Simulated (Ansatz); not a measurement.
Take ZnTe in the zinc blende structure (space group F-43m, No. 216) as the base.

```yaml
crystal:
  lattice:
    - [0.00000, 3.03285, 3.03285]
    - [3.03285, 0.00000, 3.03285]
    - [3.03285, 3.03285, 0.00000]
  atoms:
    - { symbol: Te, position: [0.75000, 0.75000, 0.75000] }
    - { symbol: Zn, position: [0.00000, 0.00000, 0.00000] }
```

Levels (all Ansatz, a first-principles code, PAW): PBEsol (420 eV, spin-orbit coupling left out); PBEsol+SOC (420 eV, with spin-orbit coupling).

The geometry is relaxed with PBEsol.

| Quantity | Value |
|---|---|
| PBEsol valence-band top at Γ | 0.00, 0.00, 0.00 eV |
| PBEsol lowest conduction level above the VBM at special points | Γ 1.24 eV; L 1.73 eV; X 2.19 eV; K 2.56 eV |

Q: How does going to PBEsol+SOC change the hole mass, valence-band top at Γ and lowest conduction level above the VBM at special points?

A: The hole mass (degenerate bands, along [100]) amounts to 0.087, 0.39 mₑ (at Γ); the valence-band top at Γ (three highest Kramers pairs, from the VBM) goes from 0.00, 0.00, 0.00 eV to 0.00, 0.00, -0.90 eV; the lowest conduction level above the VBM at special points becomes Γ 0.96 eV; L 1.45 eV; X 1.90 eV; K 2.26 eV (PBEsol: Γ 1.24 eV; L 1.73 eV; X 2.19 eV; K 2.56 eV). The threefold valence maximum splits by Δso ≈ 0.90 eV.

Single points use the geometry relaxed with PBEsol. The spin-orbit shifts are approximate. Spin-orbit coupling, missing from the scalar runs, can matter with Te. The levels and masses belong to the bands next to the band gap. Masses are band curvatures over ±0.01 Å⁻¹ around the edge. No phonon test of stability was made.
